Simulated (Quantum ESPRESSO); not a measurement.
PbS (Galena):

```xyz
2
Lattice="0.0000 2.9657 2.9657 2.9657 0.0000 2.9657 2.9657 2.9657 0.0000" Properties=species:S:1:pos:R:3 pbc="T T T"
Pb    0.0000    0.0000    0.0000
S     2.9657    2.9657    2.9657
```

Base run:

* Program: Quantum ESPRESSO 7.5
* Functional: HLE16
* Potentials or basis: PseudoDojo 0.4.1 SR PBE standard
* Cutoff: 762 eV
* Density cutoff: 3048 eV
* k mesh: 8 × 8 × 8
* Occupations: fermi-dirac, width 0.05 eV
* Spin: no spin polarisation

Its results: band gap on the k mesh 1.48 eV, direct; pressure -4.6 GPa.

Q: After a change of settings the same cell gave: band gap on the k mesh 0.33 eV, direct; pressure 3.1 GPa. Which change was it?
A. functional from HLE16 to rPW86PBE; dispersion from none to rVV10
B. functional from HLE16 to AM05
C. functional from HLE16 to vdW-DF2
D. functional from HLE16 to PBEint

A: A.

Caveats: the potentials were made for another functional, which shifts forces and pressure; spin-orbit coupling is left out, which as a rule narrows the gap of such compounds by several tenths of an eV; the potentials were made for a functional far from this one (some runs).

Runs at the PBE level aren't shown here.
